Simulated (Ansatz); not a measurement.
A distorted cell of InN (wurtzite):

```xyz
4
Lattice="3.4484 0.0000 0.0000 -1.7242 2.9864 0.0000 0.0000 0.0000 5.5742" Properties=species:S:1:pos:R:3 pbc="T T T"
In     1.7242     0.9955     2.7981
In     0.0000     1.9909     0.0110
N      1.7242     0.9955     0.6869
N      0.0000     1.9909     3.4740
```

Computed with PBE (plane waves to 420 eV, PAW, scalar-relativistic; Ansatz, a first-principles code). k mesh 11×11×6 (Γ-centred), Fermi-Dirac smearing 0.05 eV. Energies are smeared free energies. Compression counts positive. At this level the bands of InN touch or barely overlap; measurements give the solid a gap. InN was relaxed with its symmetry unable to fall.

### Question
Give the stress tensor in GPa and the pressure.

### Answer
```
   18.0      0.0      0.0
    0.0     18.0      0.0
    0.0      0.0     17.6
```
The pressure, a third of the trace, is 17.9 GPa.

### Question
It is the relaxed cell scaled evenly to V/V₀ = 0.893, atoms relaxed where free. What is its energy relative to the relaxed cell?

### Answer
86 meV/atom.

(A scan under strain: stresses follow from slopes of the energy per volume, elastic moduli from its curvatures.)
